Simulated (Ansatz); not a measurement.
Here is an Ansatz 0.2.0 calculation.

Contents of input.yaml:

```yaml
crystal:
  lattice:
    - [11.42, 0.0, 0.0]
    - [0.0, 4.19, 0.0]
    - [0.0, 0.0, 4.46]
  atoms:
    - { symbol: Sn, position: [0.877, 0.75, 0.909] }
    - { symbol: Sn, position: [0.623, 0.25, 0.409] }
    - { symbol: Sn, position: [0.377, 0.75, 0.591] }
    - { symbol: Sn, position: [0.123, 0.25, 0.091] }
    - { symbol: Se, position: [0.643, 0.75, 0.984] }
    - { symbol: Se, position: [0.857, 0.25, 0.484] }
    - { symbol: Se, position: [0.143, 0.75, 0.516] }
    - { symbol: Se, position: [0.357, 0.25, 0.016] }
hamiltonian:
  xc: r2scan
  pseudopotentials: { kind: paw }
  dispersion: d3bj
kpoints:
  mp_grid: { grid: [3, 6, 6] }
scf:
  occupations: { method: fermi_dirac, width: 0.05 }
output:
  forces: true
  stress: true
relax:
  f_tol: 0.01
  max_steps: 40
  cell: { stress_tol: 0.05 }
```

Potentials or basis: Ansatz PAW.

Run with:

```sh
$ ansatz run input.yaml --threads 2 --pin off --max-ram 5120MiB --backend cpu --events-out ev --progress --plain --runs-dir out
```

**Question.** Predict the band gap on the k mesh.

**Answer.** 0.91 eV.

**Question.** Estimate the relaxed cell.

**Answer.** a = 11.535 Å, b = 4.116 Å, c = 4.590 Å, α = 90.00°, β = 90.00°, γ = 90.00°.

**Question.** What does it give for the space group after relaxing (to 0.05 Å)?

**Answer.** Pnma (No. 62).

**Question.** Predict the relaxed volume.

**Answer.** 27.25 Å³/atom.

The path:
```csv
step,energy change (eV),largest force (eV/Å),volume (Å³)
1,0.0000,0.2044,213.41
2,-0.0103,0.0755,221.09
3,-0.0405,0.0509,218.88
4,-0.0562,0.0870,222.01
5,-0.0655,0.0165,218.43
6,-0.0661,0.0085,217.97
7,-0.0664,0.0085,217.97
```

Caveat: odd divisions of the mesh miss points on the zone boundary, where band edges often lie, so the gap on the mesh can be too wide; the plane-wave basis is chosen anew once the cell has moved, so the energies of steps on either side of that aren't comparable; spin-orbit coupling is left out, which moves the levels of the heavy elements; the PAW data sets come from PBE, with cores solved anew for the run's functional, which leaves a small shift of forces and pressure; the dispersion damping was fitted for another functional or another form of the correction. Zero-point motion and thermal expansion aren't in these numbers.
